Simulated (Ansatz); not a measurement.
Input and steps of a relaxation of cell and atoms on ZnCu2SnSe4 (started from an entry of an open crystallographic database) (the PAW code Ansatz, r2SCAN). It starts from the PBE minimum.

```yaml
crystal:
  lattice:
    - [-2.8809385337, 2.8809385337, 5.7658808553]
    - [2.8809385337, -2.8809385337, 5.7658808553]
    - [2.8809385337, 2.8809385337, -5.7658808553]
  atoms:
    - { symbol: Zn, position: [0.0, 0.0, 0.0] }
    - { symbol: Cu, position: [0.75, 0.25, 0.5] }
    - { symbol: Cu, position: [0.25, 0.75, 0.5] }
    - { symbol: Sn, position: [0.5, 0.5, 0.0] }
    - { symbol: Se, position: [0.6242251954, 0.6242251954, 0.5189822604] }
    - { symbol: Se, position: [0.3757748046, 0.894757065, 0.0] }
    - { symbol: Se, position: [0.105242935, 0.105242935, 0.4810177396] }
    - { symbol: Se, position: [0.894757065, 0.3757748046, 0.0] }
kpoints:
  mp_grid: { grid: [6, 6, 6] }
hamiltonian:
  xc: r2scan
scf:
  occupations: { method: fermi_dirac, width: 0.02 }
relax:
  f_tol: 0.005
  cell: {}
```

The trajectory has 5 recorded frames, each with fractional positions and then forces in eV/Å along x, y and z. The last, and any step after a large change of cell, is solved on a basis re-selected at its cell; pressure is positive in compression.

Step 1: energy 0.0 meV/atom from step 1, largest force component 0.139 eV/Å, pressure -2.18 GPa; a = 7.060 Å, b = 7.060 Å, c = 7.060 Å, α = 131.83°, β = 131.83°, γ = 70.49°
```
Zn 0.0000 0.0000 0.0000     0.000   0.000   0.000
Cu 0.7500 0.2500 0.5000     0.000   0.000   0.000
Cu 0.2500 0.7500 0.5000     0.000   0.000   0.000
Sn 0.5000 0.5000 0.0000     0.000   0.000   0.000
Se 0.6242 0.6242 0.5190    -0.065  -0.065   0.139
Se 0.3758 0.8948 0.0000    -0.065   0.065  -0.139
Se 0.1052 0.1052 0.4810     0.065   0.065   0.139
Se 0.8948 0.3758 0.0000     0.065  -0.065  -0.139
```

Problem. Estimate where the relaxation ends.

Solution.
Step 2: energy -5.0 meV/atom from step 1, largest force component 0.166 eV/Å, pressure +0.35 GPa; a = 6.970 Å, b = 6.970 Å, c = 6.970 Å, α = 131.80°, β = 131.80°, γ = 70.54°
```
Zn 0.0000 0.0000 0.0000     0.000   0.000   0.000
Cu 0.7500 0.2500 0.5000     0.000   0.000   0.000
Cu 0.2500 0.7500 0.5000     0.000   0.000   0.000
Sn 0.5000 0.5000 0.0000     0.000   0.000   0.000
Se 0.6237 0.6237 0.5134     0.122   0.122  -0.166
Se 0.3763 0.8897 0.0000     0.122  -0.122   0.166
Se 0.1103 0.1103 0.4866    -0.122  -0.122  -0.166
Se 0.8897 0.3763 0.0000    -0.122   0.122   0.166
```

Step 3: energy -6.5 meV/atom from step 1, largest force component 0.007 eV/Å, pressure -0.09 GPa; a = 6.987 Å, b = 6.987 Å, c = 6.987 Å, α = 131.91°, β = 131.91°, γ = 70.37°
```
Zn 0.0000 0.0000 0.0000     0.000   0.000   0.000
Cu 0.7500 0.2500 0.5000     0.000   0.000   0.000
Cu 0.2500 0.7500 0.5000     0.000   0.000   0.000
Sn 0.5000 0.5000 0.0000     0.000   0.000   0.000
Se 0.6244 0.6244 0.5174     0.007   0.007   0.003
Se 0.3756 0.8930 0.0000     0.007  -0.007  -0.003
Se 0.1070 0.1070 0.4826    -0.007  -0.007   0.003
Se 0.8930 0.3756 0.0000    -0.007   0.007  -0.003
```

Step 4: energy -6.5 meV/atom from step 1, largest force component 0.001 eV/Å, pressure 0.00 GPa; a = 6.984 Å, b = 6.984 Å, c = 6.984 Å, α = 131.92°, β = 131.92°, γ = 70.35°
```
Zn 0.0000 0.0000 0.0000     0.000   0.000   0.000
Cu 0.7500 0.2500 0.5000     0.000   0.000   0.000
Cu 0.2500 0.7500 0.5000     0.000   0.000   0.000
Sn 0.5000 0.5000 0.0000     0.000   0.000   0.000
Se 0.6246 0.6246 0.5177     0.001   0.001   0.001
Se 0.3754 0.8931 0.0000     0.001  -0.001  -0.001
Se 0.1069 0.1069 0.4823    -0.001  -0.001   0.001
Se 0.8931 0.3754 0.0000    -0.001   0.001  -0.001
```

Step 5: energy -6.4 meV/atom from step 1, largest force component 0.001 eV/Å, pressure -0.01 GPa; a = 6.984 Å, b = 6.984 Å, c = 6.984 Å, α = 131.92°, β = 131.92°, γ = 70.35°
```
Zn 0.0000 0.0000 0.0000     0.000   0.000   0.000
Cu 0.7500 0.2500 0.5000     0.000   0.000   0.000
Cu 0.2500 0.7500 0.5000     0.000   0.000   0.000
Sn 0.5000 0.5000 0.0000     0.000   0.000   0.000
Se 0.6246 0.6246 0.5177     0.001   0.001   0.001
Se 0.3754 0.8931 0.0000     0.001  -0.001  -0.001
Se 0.1069 0.1069 0.4823    -0.001  -0.001   0.001
Se 0.8931 0.3754 0.0000    -0.001   0.001  -0.001
```

The walk took 4 steps and changed the volume by -3.4 %. The last SCF, on a fresh basis, lies 6.4 meV an atom below the first. At the end: space group I-42m (No. 121), tetragonal; a = 5.690 Å, c = 11.418 Å in the conventional setting, 23.11 Å³ an atom. Zn has 4 Se at 2.47 Å; Cu has 4 Se at 2.41 Å; Sn has 4 Se at 2.59 Å; Se has 2 Cu at 2.41 Å and 1 Zn at 2.47 Å and 1 Sn at 2.59 Å.

Run as `ansatz run input.yaml --threads 2 --pin off --max-ram 29491MiB --backend cpu --events-out ev --progress --plain --runs-dir out`.

Problem. It ran on 2 threads of AMD EPYC 7R13 Processor (Zen 3), with other jobs on the host, load about 0.9 per core. About how long did it take, and what peak of host memory did it reach?

Solution. About 2.4 min, with a peak of 1.5 GiB.

Calculated for a static, non-magnetic cell.
